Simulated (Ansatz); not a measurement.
Here is an Ansatz 0.2.0 calculation.

Contents of input.yaml:

```yaml
crystal:
  lattice:
    - [0.0, 1.9465, 1.9465]
    - [1.9465, 0.0, 1.9465]
    - [1.9465, 1.9465, 0.0]
  atoms:
    - { symbol: Pd, position: [0.0, 0.0, 0.0] }
kpoints:
  mp_grid: { grid: [12, 12, 12] }
scf:
  occupations: { method: fermi_dirac, width: 0.05 }
hamiltonian:
  xc: pbe
  pseudopotentials: { kind: all_electron, lapw: { basis_error: 0.001 } }
output:
  forces: true
  stress: true
  eigenvalues: true
  populations: true
```

Potentials or basis: all-electron LAPW, scalar-relativistic.

Run with:

```sh
$ ansatz run input.yaml --threads 1 --pin off --max-ram 2560MiB --backend cpu --events-out ev --progress --plain --runs-dir out
```

Question: Predict the pressure.

Answer: 6.8 GPa.

Question: Estimate the band gap on the k mesh.

Answer: None (metal or under the smearing width).
